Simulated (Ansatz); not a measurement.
Se:

```
CELL_PARAMETERS angstrom
2.78952 0.04509 -0.00335
0.04509 2.79977 0.00512
-0.00335 0.00512 2.84344
ATOMIC_POSITIONS crystal
Se 0.04528 0.00088 0.99280
```

The cell isn't the ideal one: cell strained at random at fixed volume.

Base run:

| Property | Result |
| --- | --- |
| Program | Ansatz 0.2.0 |
| Functional | PBEsol |
| Potentials or basis | all-electron LAPW, scalar-relativistic |
| Cutoff | 206 eV (chosen from the basis error) |
| Basis error allowed | 0.001 eV/atom |
| k mesh | 9 × 9 × 9 |
| Occupations | gaussian, width 0.1 eV |
| Spin | no spin polarisation |

Its results: pressure -1.6 GPa.

Q: The run is repeated on the same cell with these changes: functional from PBEsol to PBE; occupations from gaussian, width 0.1 eV to gaussian, width 0.02 eV. What comes out?

A: Pressure 2.0 GPa.
